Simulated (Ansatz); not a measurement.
**SiS2: the cell at several levels of theory**

How does the equilibrium cell of SiS2 in the database structure depend on the functional? It is relaxed with PBE-D3(BJ), r2SCAN+rVV10 and PBE-D4.

Code: Ansatz 0.2.0. PAW datasets, plane waves, zero pressure. Calculated at 0 K for a non-magnetic cell.

## Step 1: The cell

Space group Ibam (No. 72), orthorhombic; a = 5.749 Å, b = 9.821 Å, c = 5.549 Å in the conventional setting, 26.11 Å³ an atom. Si has 4 S at 2.13 Å; S has 2 Si at 2.13 Å.

Coordinates:

```cif
data_structure
_symmetry_space_group_name_H-M 'Ibam'
_symmetry_Int_Tables_number 72
_cell_length_a 5.7494
_cell_length_b 9.8209
_cell_length_c 5.5487
_cell_angle_alpha 90.000
_cell_angle_beta 90.000
_cell_angle_gamma 90.000
_cell_volume 313.30
loop_
_atom_site_label
_atom_site_type_symbol
_atom_site_symmetry_multiplicity
_atom_site_Wyckoff_symbol
_atom_site_fract_x
_atom_site_fract_y
_atom_site_fract_z
_atom_site_occupancy
Si1 Si 4 a 0.00000 0.00000 0.75000 1
S1 S 8 j 0.79856 0.88475 0.00000 1
```

## Step 2: PBE-D3(BJ): cell and atoms

Contents of input.yaml:

```yaml
crystal:
  lattice:
    - [-2.8746902717, 4.9104522643, 2.7743526901]
    - [2.8746902717, -4.9104522643, 2.7743526901]
    - [2.8746902717, 4.9104522643, -2.7743526901]
  atoms:
    - { symbol: Si, position: [0.75, 0.75, 0.0] }
    - { symbol: Si, position: [0.25, 0.25, 0.0] }
    - { symbol: S, position: [0.88474514, 0.79856471, 0.68330985] }
    - { symbol: S, position: [0.11525487, 0.20143529, 0.31669015] }
    - { symbol: S, position: [0.61525487, 0.29856471, 0.91381958] }
    - { symbol: S, position: [0.38474513, 0.70143529, 0.08618042] }
kpoints:
  mp_grid: { grid: [6, 6, 6] }
hamiltonian:
  xc: pbe
  dispersion: d3bj
scf:
  occupations: { method: fermi_dirac, width: 0.02 }
relax:
  f_tol: 0.005
  cell: {}
```

Command:

```console
> ansatz run input.yaml --threads 2 --pin off --max-ram 29491MiB --backend cpu --events-out ev --progress --plain --runs-dir out
```

The program printed:

```text
Engine: ansatz 0.2.0, x86_64-unknown-linux-gnu
Pseudopotentials: kind: paw
Pseudopotential: Si, paw, valence charge 4, recommended cutoff 420 eV (normal), Si.paw.azcp
Pseudopotential: S, paw, valence charge 6, recommended cutoff 420 eV (normal), S.paw.azcp
Functional definition: PBE
  parameter kappa = 0.804
  parameter beta = 0.06672455060314922
  exchange = pbe_x(kappa = kappa, mu = beta*pi^2/3)
  correlation = pbe_c(beta = beta)
Crystal: 6 atoms, lattice volume = 156.651 Å³
Basis set: ecut = 420 eV, 3085 PW (Γ), exchange–correlation on 90×90×90 points (8 copies of the dense FFT grid, shifted against one another)
Bands: 22, of which v1, the nominal top of the filled ones, is band 16 counted from 1 (15 counted from 0)
Symmetry: 8 space group operations
Space group: Ibam (ITA 72), of the structure as read, at distance tolerance 5.4e-5 Å
k-points: 46 of 216
Non-local potential: Si, projectors of the file, l = 0: 2, l = 1: 2, l = 2: 2
Non-local potential: S, projectors of the file, l = 0: 2, l = 1: 2, l = 2: 2
PAW form: soft (Blöchl's): semilocal exchange-correlation on the pseudo side does not see the compensation charge
PAW one-centre angular grid: Si, 110 points (default); XC on 64 Gauss nodes
PAW one-centre angular grid: S, 110 points (default); XC on 64 Gauss nodes
Initial density: superposition of atomic densities (neutral atoms: chi_scale 0, normalization atom), corrected by the library's trained network
Initial wavefunctions: pseudopotential atomic-orbital guess
Functional: x = pbe(κ = 0.804, μ = 0.2195149727645171), c = pbe(β = 0.06672455060314922)
SCF iter   1: F=—  HF=-4885.193722 eV  |F-HF|=—  |Δ(HF+E_count)|=         —  Δρ=1.13e-3  dr2=1.00e-3  ethr=1.77e-3  ⟨swp⟩=8.2  Hψ=6538  notcnv=0  defer=1
preconditioner: auto → Resta (q_TF=auto, 2.094 Å⁻¹)  ε∞=3.7  [insulator: Δε(μ)=2.969 eV  Ē_g=10.233 eV  σ=0.020 eV  W_gap=1.00  n_scr=22 (ndim 8)  ℏωp=16.8 eV  f_vac=0.047  D(μ)=0.00/eV (n_scr^D=0)  ε∞_Penn≈3.7]
SCF iter   2: F=—  HF=-4885.190464 eV  |F-HF|=—  |Δ(HF+E_count)|=   3.26e-3  Δρ=6.28e-4  dr2=3.26e-4  ethr=3.13e-6  ⟨swp⟩=2.5  Hψ=2367  notcnv=0  defer=66
SCF iter   3: F=—  HF=-4885.191152 eV  |F-HF|=—  |Δ(HF+E_count)|=   6.88e-4  Δρ=2.54e-4  dr2=4.70e-5  ethr=1.02e-6  ⟨swp⟩=2.0  Hψ=1429  notcnv=0  defer=66
SCF iter   4: F=—  HF=-4885.191409 eV  |F-HF|=—  |Δ(HF+E_count)|=   2.57e-4  Δρ=4.95e-5  dr2=7.40e-6  ethr=1.47e-7  ⟨swp⟩=2.0  Hψ=1672  notcnv=0  defer=66
SCF iter   5: F=—  HF=-4885.191414 eV  |F-HF|=—  |Δ(HF+E_count)|=   4.68e-6  Δρ=1.74e-5  dr2=1.29e-6  ethr=2.31e-8  ⟨swp⟩=2.1  Hψ=1422  notcnv=0  defer=66
SCF iter   6: F=-4885.191414 eV  HF=-4885.191414 eV  |F-HF|=1.17e-8  |Δ(HF+E_count)|=   2.99e-7  Δρ=2.84e-6  dr2=2.42e-8  ethr=3.13e-10  ⟨swp⟩=4.0  Hψ=4324  notcnv=0
SCF 1 converged in 6 iterations: F = -4885.191414 eV  dr2 = 2.42e-8
relax step   1: F+E_penalty+E_count = -4885.19141426 eV  Δ(F+E_penalty+E_count) = +0.000e0 eV  max|allowed force component| = 2.570e-1 eV/Å  Δτ_max = 0.0000 Å  P = +0.453 GPa  Ω = 156.651 Å³  (6 SCF iters, dr2 threshold 1.00e-7 eV, accepted)
Crystal: 6 atoms, lattice volume = 147.460 Å³
Basis set: ecut = 420 eV, 2901 PW (Γ), exchange–correlation on 90×90×90 points (8 copies of the dense FFT grid, shifted against one another)
Initial density: handed on by an earlier stage of this run
Initial wavefunctions: those handed on with the density
iter 1 solved again at ethr=5.54e-5 eV; its pass at ethr=3.10e-3 eV (dr2=1.77e-2 eV) is discarded
SCF iter   1: F=—  HF=-4885.234941 eV  |F-HF|=—  |Δ(HF+E_count)|=         —  Δρ=3.97e-3  dr2=1.72e-2  ethr=5.54e-5  ⟨swp⟩=2.5  Hψ=7065  notcnv=0
preconditioner: auto → Resta (q_TF=auto, 2.115 Å⁻¹)  ε∞=3.9  [insulator: Δε(μ)=2.781 eV  Ē_g=10.217 eV  σ=0.020 eV  W_gap=1.00  n_scr=22 (ndim 8)  ℏωp=17.3 eV  f_vac=0.004  D(μ)=0.00/eV (n_scr^D=0)  ε∞_Penn≈3.9]
SCF iter   2: F=—  HF=-4885.231724 eV  |F-HF|=—  |Δ(HF+E_count)|=   3.22e-3  Δρ=2.01e-3  dr2=4.30e-3  ethr=5.38e-5  ⟨swp⟩=1.5  Hψ=1056  notcnv=0
SCF iter   3: F=—  HF=-4885.231307 eV  |F-HF|=—  |Δ(HF+E_count)|=   4.17e-4  Δρ=2.91e-4  dr2=1.32e-4  ethr=1.34e-5  ⟨swp⟩=2.7  Hψ=1979  notcnv=0
SCF iter   4: F=—  HF=-4885.231434 eV  |F-HF|=—  |Δ(HF+E_count)|=   1.26e-4  Δρ=7.80e-5  dr2=1.67e-5  ethr=4.14e-7  ⟨swp⟩=2.1  Hψ=1507  notcnv=0
SCF iter   5: F=-4885.231451 eV  HF=-4885.231450 eV  |F-HF|=1.42e-6  |Δ(HF+E_count)|=   1.60e-5  Δρ=1.92e-5  dr2=5.72e-7  ethr=1.87e-9  ⟨swp⟩=4.0  Hψ=4536  notcnv=0
SCF 2 converged in 5 iterations: F = -4885.231451 eV  dr2 = 5.72e-7
relax step   2: F+E_penalty+E_count = -4885.23145094 eV  Δ(F+E_penalty+E_count) = -4.004e-2 eV  max|allowed force component| = 2.029e-2 eV/Å  Δτ_max = 0.0648 Å  P = -0.048 GPa  Ω = 147.460 Å³  energy of the carried Pulay correction = +5.145e-4 eV  (5 SCF iters, dr2 threshold 6.00e-7 eV, accepted)
Crystal: 6 atoms, lattice volume = 142.546 Å³
Basis set: ecut = 420 eV, 2771 PW (Γ), exchange–correlation on 90×90×90 points (8 copies of the dense FFT grid, shifted against one another)
iter 1 solved again at ethr=1.19e-5 eV; its pass at ethr=3.10e-3 eV (dr2=3.81e-3 eV) is discarded
SCF iter   1: F=—  HF=-4885.241125 eV  |F-HF|=—  |Δ(HF+E_count)|=         —  Δρ=2.03e-3  dr2=3.99e-3  ethr=1.19e-5  ⟨swp⟩=2.6  Hψ=7266  notcnv=0
preconditioner: auto → Resta (q_TF=auto, 2.127 Å⁻¹)  ε∞=4.0  [insulator: Δε(μ)=2.654 eV  Ē_g=10.204 eV  σ=0.020 eV  W_gap=1.00  n_scr=22 (ndim 8)  ℏωp=17.6 eV  f_vac=0.000  D(μ)=0.00/eV (n_scr^D=0)  ε∞_Penn≈4.0]
SCF iter   2: F=—  HF=-4885.240768 eV  |F-HF|=—  |Δ(HF+E_count)|=   3.58e-4  Δρ=1.07e-3  dr2=1.07e-3  ethr=1.19e-5  ⟨swp⟩=1.0  Hψ=1024  notcnv=0
SCF iter   3: F=—  HF=-4885.240880 eV  |F-HF|=—  |Δ(HF+E_count)|=   1.13e-4  Δρ=1.56e-4  dr2=3.95e-5  ethr=3.34e-6  ⟨swp⟩=2.0  Hψ=1748  notcnv=0
SCF iter   4: F=—  HF=-4885.240955 eV  |F-HF|=—  |Δ(HF+E_count)|=   7.42e-5  Δρ=4.25e-5  dr2=4.56e-6  ethr=1.24e-7  ⟨swp⟩=2.0  Hψ=1521  notcnv=0
SCF iter   5: F=-4885.240960 eV  HF=-4885.240960 eV  |F-HF|=4.70e-7  |Δ(HF+E_count)|=   5.21e-6  Δρ=1.13e-5  dr2=1.69e-7  ethr=1.87e-9  ⟨swp⟩=5.0  Hψ=3889  notcnv=0
SCF 3 converged in 5 iterations: F = -4885.240960 eV  dr2 = 1.69e-7
relax step   3: F+E_penalty+E_count = -4885.24096025 eV  Δ(F+E_penalty+E_count) = -9.509e-3 eV  max|allowed force component| = 3.498e-2 eV/Å  Δτ_max = 0.0312 Å  P = -0.014 GPa  Ω = 142.546 Å³  energy of the carried Pulay correction = +8.026e-4 eV  (5 SCF iters, dr2 threshold 6.00e-7 eV, accepted)
Crystal: 6 atoms, lattice volume = 142.938 Å³
Basis set: ecut = 420 eV, 2783 PW (Γ), exchange–correlation on 90×90×90 points (8 copies of the dense FFT grid, shifted against one another)
iter 1 solved again at ethr=5.06e-7 eV; its pass at ethr=3.10e-3 eV (dr2=1.62e-4 eV) is discarded
SCF iter   1: F=—  HF=-4885.241594 eV  |F-HF|=—  |Δ(HF+E_count)|=         —  Δρ=4.41e-4  dr2=1.54e-4  ethr=5.06e-7  ⟨swp⟩=3.6  Hψ=6998  notcnv=0
preconditioner: auto → Resta (q_TF=auto, 2.126 Å⁻¹)  ε∞=4.0  [insulator: Δε(μ)=2.651 eV  Ē_g=10.196 eV  σ=0.020 eV  W_gap=1.00  n_scr=22 (ndim 8)  ℏωp=17.6 eV  f_vac=0.001  D(μ)=0.00/eV (n_scr^D=0)  ε∞_Penn≈4.0]
SCF iter   2: F=—  HF=-4885.241576 eV  |F-HF|=—  |Δ(HF+E_count)|=   1.88e-5  Δρ=2.38e-4  dr2=4.61e-5  ethr=4.80e-7  ⟨swp⟩=1.0  Hψ=1012  notcnv=0
SCF iter   3: F=—  HF=-4885.241615 eV  |F-HF|=—  |Δ(HF+E_count)|=   3.96e-5  Δρ=2.08e-5  dr2=6.95e-7  ethr=1.44e-7  ⟨swp⟩=2.0  Hψ=1748  notcnv=0
SCF iter   4: F=—  HF=-4885.241616 eV  |F-HF|=—  |Δ(HF+E_count)|=   5.02e-7  Δρ=7.32e-6  dr2=1.17e-7  ethr=2.39e-10  ⟨swp⟩=5.0  Hψ=3914  notcnv=0
SCF iter   5: F=-4885.241616 eV  HF=-4885.241616 eV  |F-HF|=2.18e-9  |Δ(HF+E_count)|=   1.06e-7  Δρ=1.92e-6  dr2=9.89e-9  ethr=2.39e-10  ⟨swp⟩=5.0  Hψ=3572  notcnv=0
SCF 4 converged in 5 iterations: F = -4885.241616 eV  dr2 = 9.89e-9
relax step   4: F+E_penalty+E_count = -4885.24161574 eV  Δ(F+E_penalty+E_count) = -6.555e-4 eV  max|allowed force component| = 8.674e-3 eV/Å  Δτ_max = 0.0092 Å  P = -0.022 GPa  Ω = 142.938 Å³  energy of the carried Pulay correction = +7.793e-4 eV  (5 SCF iters, dr2 threshold 7.65e-8 eV, accepted)
Crystal: 6 atoms, lattice volume = 142.943 Å³
Basis set: ecut = 420 eV, 2779 PW (Γ), exchange–correlation on 90×90×90 points (8 copies of the dense FFT grid, shifted against one another)
iter 1 solved again at ethr=2.27e-7 eV; its pass at ethr=3.10e-3 eV (dr2=7.26e-5 eV) is discarded
SCF iter   1: F=—  HF=-4885.241749 eV  |F-HF|=—  |Δ(HF+E_count)|=         —  Δρ=2.93e-4  dr2=4.98e-5  ethr=2.27e-7  ⟨swp⟩=3.1  Hψ=6905  notcnv=0
preconditioner: auto → Resta (q_TF=auto, 2.126 Å⁻¹)  ε∞=4.0  [insulator: Δε(μ)=2.650 eV  Ē_g=10.198 eV  σ=0.020 eV  W_gap=1.00  n_scr=22 (ndim 8)  ℏωp=17.6 eV  f_vac=0.001  D(μ)=0.00/eV (n_scr^D=0)  ε∞_Penn≈4.0]
SCF iter   2: F=—  HF=-4885.241760 eV  |F-HF|=—  |Δ(HF+E_count)|=   1.03e-5  Δρ=1.61e-4  dr2=1.58e-5  ethr=1.56e-7  ⟨swp⟩=1.0  Hψ=1012  notcnv=0
SCF iter   3: F=—  HF=-4885.241768 eV  |F-HF|=—  |Δ(HF+E_count)|=   8.80e-6  Δρ=1.27e-5  dr2=3.02e-7  ethr=4.94e-8  ⟨swp⟩=2.9  Hψ=1827  notcnv=0
SCF iter   4: F=—  HF=-4885.241806 eV  |F-HF|=—  |Δ(HF+E_count)|=   3.80e-5  Δρ=3.37e-6  dr2=2.82e-8  ethr=9.45e-10  ⟨swp⟩=2.1  Hψ=1495  notcnv=0
SCF iter   5: F=-4885.241806 eV  HF=-4885.241806 eV  |F-HF|=1.00e-10  |Δ(HF+E_count)|=   3.95e-8  Δρ=1.10e-6  dr2=2.80e-9  ethr=1.47e-11  ⟨swp⟩=5.0  Hψ=3915  notcnv=0
SCF 5 converged in 5 iterations: F = -4885.241806 eV  dr2 = 2.80e-9
relax step   5: F+E_penalty+E_count = -4885.24180637 eV  Δ(F+E_penalty+E_count) = -1.906e-4 eV  max|allowed force component| = 7.301e-4 eV/Å  Δτ_max = 0.0061 Å  P = +0.001 GPa  Ω = 142.943 Å³  energy of the carried Pulay correction = +7.790e-4 eV  (5 SCF iters, dr2 threshold 4.70e-9 eV, accepted)
Crystal: 6 atoms, lattice volume = 142.914 Å³
Basis set: ecut = 420 eV, 2775 PW (Γ), exchange–correlation on 90×90×90 points (8 copies of the dense FFT grid, shifted against one another)
iter 1 solved again at ethr=1.74e-7 eV; its pass at ethr=3.10e-3 eV (dr2=5.57e-5 eV) is discarded
SCF iter   1: F=—  HF=-4885.241819 eV  |F-HF|=—  |Δ(HF+E_count)|=         —  Δρ=2.59e-4  dr2=3.90e-5  ethr=1.74e-7  ⟨swp⟩=3.1  Hψ=6951  notcnv=0
preconditioner: auto → Resta (q_TF=auto, 2.126 Å⁻¹)  ε∞=4.0  [insulator: Δε(μ)=2.648 eV  Ē_g=10.199 eV  σ=0.020 eV  W_gap=1.00  n_scr=22 (ndim 8)  ℏωp=17.6 eV  f_vac=0.001  D(μ)=0.00/eV (n_scr^D=0)  ε∞_Penn≈4.0]
SCF iter   2: F=—  HF=-4885.241829 eV  |F-HF|=—  |Δ(HF+E_count)|=   1.02e-5  Δρ=1.44e-4  dr2=1.29e-5  ethr=1.22e-7  ⟨swp⟩=1.0  Hψ=1012  notcnv=0
SCF iter   3: F=—  HF=-4885.241840 eV  |F-HF|=—  |Δ(HF+E_count)|=   1.04e-5  Δρ=1.17e-5  dr2=2.35e-7  ethr=4.04e-8  ⟨swp⟩=3.0  Hψ=1869  notcnv=0
SCF iter   4: F=—  HF=-4885.241879 eV  |F-HF|=—  |Δ(HF+E_count)|=   3.97e-5  Δρ=2.58e-6  dr2=1.62e-8  ethr=7.35e-10  ⟨swp⟩=2.0  Hψ=1516  notcnv=0
SCF iter   5: F=—  HF=-4885.241879 eV  |F-HF|=—  |Δ(HF+E_count)|=   2.32e-8  Δρ=9.27e-7  dr2=2.39e-9  ethr=5.07e-11  ⟨swp⟩=2.0  Hψ=1574  notcnv=0
SCF iter   6: F=—  HF=-4885.241879 eV  |F-HF|=—  |Δ(HF+E_count)|=  6.08e-10  Δρ=2.67e-7  dr2=1.22e-10  ethr=7.46e-12  ⟨swp⟩=2.0  Hψ=1522  notcnv=0
SCF iter   7: F=-4885.241879 eV  HF=-4885.241879 eV  |F-HF|=5.46e-12  |Δ(HF+E_count)|=  1.52e-10  Δρ=6.00e-8  dr2=7.20e-12  ethr=1.00e-12  ⟨swp⟩=5.0  Hψ=3586  notcnv=0
SCF 6 converged in 7 iterations: F = -4885.241879 eV  dr2 = 7.20e-12
relax step   6: F+E_penalty+E_count = -4885.24187944 eV  Δ(F+E_penalty+E_count) = -7.307e-5 eV  max|allowed force component| = 6.300e-3 eV/Å  Δτ_max = 0.0046 Å  P = +0.018 GPa  Ω = 142.914 Å³  energy of the carried Pulay correction = +7.807e-4 eV  (7 SCF iters, accepted)
Crystal: 6 atoms, lattice volume = 142.937 Å³
iter 1 solved again at ethr=2.45e-8 eV; its pass at ethr=3.10e-3 eV (dr2=7.84e-6 eV) is discarded
SCF iter   1: F=—  HF=-4885.241859 eV  |F-HF|=—  |Δ(HF+E_count)|=         —  Δρ=1.02e-4  dr2=8.30e-6  ethr=2.45e-8  ⟨swp⟩=3.1  Hψ=6860  notcnv=0
preconditioner: auto → Resta (q_TF=auto, 2.126 Å⁻¹)  ε∞=4.0  [insulator: Δε(μ)=2.646 eV  Ē_g=10.199 eV  σ=0.020 eV  W_gap=1.00  n_scr=22 (ndim 8)  ℏωp=17.6 eV  f_vac=0.001  D(μ)=0.00/eV (n_scr^D=0)  ε∞_Penn≈4.0]
SCF iter   2: F=—  HF=-4885.241863 eV  |F-HF|=—  |Δ(HF+E_count)|=   3.97e-6  Δρ=5.84e-5  dr2=2.89e-6  ethr=2.45e-8  ⟨swp⟩=1.0  Hψ=1012  notcnv=0
SCF iter   3: F=—  HF=-4885.241902 eV  |F-HF|=—  |Δ(HF+E_count)|=   3.91e-5  Δρ=5.36e-6  dr2=3.37e-8  ethr=9.03e-9  ⟨swp⟩=2.4  Hψ=1767  notcnv=0
SCF iter   4: F=—  HF=-4885.241902 eV  |F-HF|=—  |Δ(HF+E_count)|=   4.42e-8  Δρ=1.45e-6  dr2=4.92e-9  ethr=7.75e-12  ⟨swp⟩=5.1  Hψ=3935  notcnv=0
SCF iter   5: F=-4885.241902 eV  HF=-4885.241902 eV  |F-HF|=4.62e-10  |Δ(HF+E_count)|=   4.51e-9  Δρ=4.55e-7  dr2=4.48e-10  ethr=7.75e-12  ⟨swp⟩=5.0  Hψ=3691  notcnv=0
SCF 7 converged in 5 iterations: F = -4885.241902 eV  dr2 = 4.48e-10
relax step   7: F+E_penalty+E_count = -4885.24190207 eV  Δ(F+E_penalty+E_count) = -2.263e-5 eV  max|allowed force component| = 5.290e-3 eV/Å  Δτ_max = 0.0008 Å  P = +0.016 GPa  Ω = 142.937 Å³  energy of the carried Pulay correction = +7.794e-4 eV  (5 SCF iters, dr2 threshold 2.48e-9 eV, accepted)
Crystal: 6 atoms, lattice volume = 142.961 Å³
iter 1 solved again at ethr=2.91e-8 eV; its pass at ethr=3.10e-3 eV (dr2=9.32e-6 eV) is discarded
SCF iter   1: F=—  HF=-4885.241877 eV  |F-HF|=—  |Δ(HF+E_count)|=         —  Δρ=1.10e-4  dr2=1.33e-5  ethr=2.91e-8  ⟨swp⟩=3.1  Hψ=6740  notcnv=0
preconditioner: auto → Resta (q_TF=auto, 2.126 Å⁻¹)  ε∞=4.0  [insulator: Δε(μ)=2.645 eV  Ē_g=10.198 eV  σ=0.020 eV  W_gap=1.00  n_scr=22 (ndim 8)  ℏωp=17.6 eV  f_vac=0.001  D(μ)=0.00/eV (n_scr^D=0)  ε∞_Penn≈4.0]
SCF iter   2: F=—  HF=-4885.241878 eV  |F-HF|=—  |Δ(HF+E_count)|=   1.52e-6  Δρ=6.33e-5  dr2=4.43e-6  ethr=2.91e-8  ⟨swp⟩=1.0  Hψ=1012  notcnv=0
SCF iter   3: F=—  HF=-4885.241874 eV  |F-HF|=—  |Δ(HF+E_count)|=   4.04e-6  Δρ=7.33e-6  dr2=5.69e-8  ethr=1.38e-8  ⟨swp⟩=2.2  Hψ=1757  notcnv=0
SCF iter   4: F=—  HF=-4885.241917 eV  |F-HF|=—  |Δ(HF+E_count)|=   4.27e-5  Δρ=2.30e-6  dr2=6.80e-9  ethr=1.78e-10  ⟨swp⟩=2.0  Hψ=1503  notcnv=0
SCF iter   5: F=-4885.241917 eV  HF=-4885.241917 eV  |F-HF|=5.20e-10  |Δ(HF+E_count)|=   1.07e-8  Δρ=4.22e-7  dr2=3.20e-10  ethr=5.47e-12  ⟨swp⟩=5.0  Hψ=3793  notcnv=0
SCF 8 converged in 5 iterations: F = -4885.241917 eV  dr2 = 3.20e-10
relax step   8: F+E_penalty+E_count = -4885.24191679 eV  Δ(F+E_penalty+E_count) = -1.473e-5 eV  max|allowed force component| = 1.013e-3 eV/Å  Δτ_max = 0.0002 Å  P = +0.003 GPa  Ω = 142.961 Å³  energy of the carried Pulay correction = +7.779e-4 eV  (5 SCF iters, dr2 threshold 1.75e-9 eV, accepted)
Initial wavefunctions: pseudopotential atomic-orbital guess (no wavefunctions were taken with the density)
iter 1 solved again at ethr=1.41e-6 eV; its pass at ethr=3.10e-3 eV (dr2=4.51e-4 eV) is discarded
SCF iter   1: F=—  HF=-4885.241399 eV  |F-HF|=—  |Δ(HF+E_count)|=         —  Δρ=2.68e-5  dr2=8.82e-8  ethr=1.41e-6  ⟨swp⟩=3.3  Hψ=9117  notcnv=0
eigensolver tolerance schedule: the retry pair's looser diagonalisation over-reported the residual by 5110.83 of it (diagonalisation noise at an unbounded share of the residual, at the tolerance the schedule requests for it); recorded, not acted on — ethr = c·dr2/N_el stays at c = 1.0e-1
preconditioner: auto → Resta (q_TF=auto, 2.126 Å⁻¹)  ε∞=4.0  [insulator: Δε(μ)=2.645 eV  Ē_g=10.199 eV  σ=0.020 eV  W_gap=1.00  n_scr=22 (ndim 8)  ℏωp=17.6 eV  f_vac=0.001  D(μ)=0.00/eV (n_scr^D=0)  ε∞_Penn≈4.0]
SCF iter   2: F=—  HF=-4885.241472 eV  |F-HF|=—  |Δ(HF+E_count)|=   7.33e-5  Δρ=1.40e-5  dr2=2.47e-8  ethr=2.76e-10  ⟨swp⟩=3.0  Hψ=2085  notcnv=0
SCF iter   3: F=—  HF=-4885.241472 eV  |F-HF|=—  |Δ(HF+E_count)|=   3.74e-7  Δρ=6.90e-7  dr2=1.02e-9  ethr=7.71e-11  ⟨swp⟩=2.0  Hψ=1748  notcnv=0
SCF iter   4: F=—  HF=-4885.241472 eV  |F-HF|=—  |Δ(HF+E_count)|=  1.86e-10  Δρ=2.72e-7  dr2=1.17e-10  ethr=3.18e-12  ⟨swp⟩=2.1  Hψ=1668  notcnv=0
SCF iter   5: F=-4885.241472 eV  HF=-4885.241472 eV  |F-HF|=1.82e-12  |Δ(HF+E_count)|=  9.09e-12  Δρ=6.12e-8  dr2=6.85e-12  ethr=1.00e-12  ⟨swp⟩=4.9  Hψ=3575  notcnv=0
SCF 9 converged in 5 iterations: F = -4885.241472 eV  dr2 = 6.85e-12
relax step   9: F+E_penalty+E_count = -4885.24147236 eV  Δ(F+E_penalty+E_count) = +4.444e-4 eV  max|allowed force component| = 1.063e-3 eV/Å  Δτ_max = 0.0000 Å  P = -0.002 GPa  Ω = 142.961 Å³  stress off target by 3.66e-3 GPa  SCF on the basis re-selected at this cell (its energy is not comparable with the rows above)  (5 SCF iters)
basis re-selected at this cell: Δ(F+E_penalty+E_count) = +4.444e-4 eV, ΔP = -0.005 GPa vs the last step (what re-selecting the basis moved, of the pressure what is left beyond the Pulay correction that the steps carried, after the strain that the cell walked since its last selection, with what the two solves' SCF thresholds leave and, on support functions, any second-order correction that the steps lacked; it is no measure of the basis error at this ecutwfc). This SCF's stress stands 3.66e-3 GPa from its target on what of the cell is left free (relax.cell.stress_tol is 5.00e-2 GPa) and its largest allowed force component is 1.06e-3 eV/Å (relax.f_tol is 5.00e-3 eV/Å): within both
SCF converged after 5 iterations
Free energy (F): -4885.241472 eV
Harris-Foulkes:  -4885.241472 eV  (|F-HF|=1.82e-12)
Internal energy: -4885.241472 eV  (E = F + TS)
E sigma→0 (E₀):  -4885.241472 eV
Fermi energy:    4.615352 eV
--- Per-component energies (eV) ---
  E_band       = -72.257027
  E_kinetic    = 513.897081
  E_local      = -795.577430  (includes V_loc(G=0)·N_el)
  E_nonlocal   = 163.981356
  E_hartree    = 257.643687
  E_xc         = -500.199599
  E_vxc        = -444.890320  (∫ρ·V_xc dr)
  E_paw        = -3426.846913  (= ΣΔE_a)
  E_vpaw       = -24.955082  (= ΣTr[D̂ρ^β])
  E_aug_tail   = 0.000018  (compensation charges beyond the density's cutoff)
  E_ewald      = -1096.662751
  E_disp       = -1.476921  (pairwise vdW)
  E_smearing   = -0.000000  (= −TS)
  E_closure    = -0.000000  (closes the sum)
  Σ components = -4885.241472   (vs F -4885.241472, Δ=0.00e0)
--- Forces (eV/Å), atoms counted from 1 ---
  atom   1  Si     0.00000000     0.00000000    -0.00000000
  atom   2  Si    -0.00000000     0.00000000     0.00000000
  atom   3  S     -0.00039561    -0.00106339    -0.00000000
  atom   4  S      0.00039561     0.00106339     0.00000000
  atom   5  S     -0.00039561     0.00106339    -0.00000000
  atom   6  S      0.00039561    -0.00106339     0.00000000
  max |Σ_I F_I| component: 0.00e0 eV/Å
--- Stress (GPa, compression-positive) ---
       -0.003659      -0.000000      -0.000000
       -0.000000      -0.001641       0.000000
       -0.000000       0.000000       0.000556
  P = ⅓ Tr σ = -0.0016 GPa (-0.016 kbar)
--- Relaxed structure (8 steps of the walk, 8 accepted, 1 SCFs on fresh bases) ---
  F+E_penalty+E_count = -4885.24147236 eV   max|allowed force component| = 1.063e-3 eV/Å   (the final SCF, on the basis selected at the relaxed cell)
  cell:  # Å, volume = 142.9612 Å³
    - [-2.704010315192465, 4.783025495764468, 2.76342107918955]
    - [2.704010315192465, -4.783025495764468, 2.76342107918955]
    - [2.704010315192465, 4.783025495764468, -2.76342107918955]
  atoms:
    - { symbol: Si, position: [0.7500000000000001, 0.7500000000000001, 8.011324217881705e-20] }
    - { symbol: Si, position: [0.25000000000000006, 0.25000000000000006, 8.011324217881705e-20] }
    - { symbol: S, position: [0.8807108474608776, 0.78313456429389, 0.6638454117547675] }
    - { symbol: S, position: [0.1192891525391224, 0.21686543570611005, 0.3361545882452325] }
    - { symbol: S, position: [0.6192891525391224, 0.28313456429388995, 0.9024237168330125] }
    - { symbol: S, position: [0.38071084746087763, 0.7168654357061103, 0.09757628316698767] }
```

It took 27 s on 2 threads of AMD EPYC 7R13 (Zen 3), shared host; peak memory 0.65 GiB.

Ionic steps:

```csv
step,energy change (meV/atom),largest force (eV/Å),pressure (GPa),volume (Å³/atom)
1,0.0,0.2570,0.45,26.109
2,-6.7,0.0203,-0.05,24.577
3,-8.3,0.0350,-0.01,23.758
4,-8.4,0.0087,-0.02,23.823
5,-8.4,0.0007,0.00,23.824
6,-8.4,0.0063,0.02,23.819
7,-8.4,0.0053,0.02,23.823
8,-8.4,0.0010,0.00,23.827
9,-8.3,0.0011,0.00,23.827
```

Step 9 solves the same cell on a plane-wave basis chosen anew, so the energy can jump there without a move.

The table lists every geometry solved, with passes on a fresh basis, whose energies don't compare exactly with the rows above.

Edges and angles are those of the input's own cell, so that the axes keep their names.

|  | before | after | change |
| --- | --- | --- | --- |
| a (Å) | 6.330 | 6.150 | -2.85 % |
| b (Å) | 6.330 | 6.150 | -2.85 % |
| c (Å) | 6.330 | 6.150 | -2.85 % |
| α (°) | 125.984 | 127.836 | +1.47 % |
| β (°) | 78.263 | 77.900 | -0.46 % |
| γ (°) | 128.014 | 126.600 | -1.10 % |
| volume (Å³/atom) | 26.109 | 23.827 | -8.74 % |
| shortest distance (Å) | 2.132 | 2.142 | +0.44 % |
| space group | Ibam | Ibam | same |

[end of part 1 of 2]
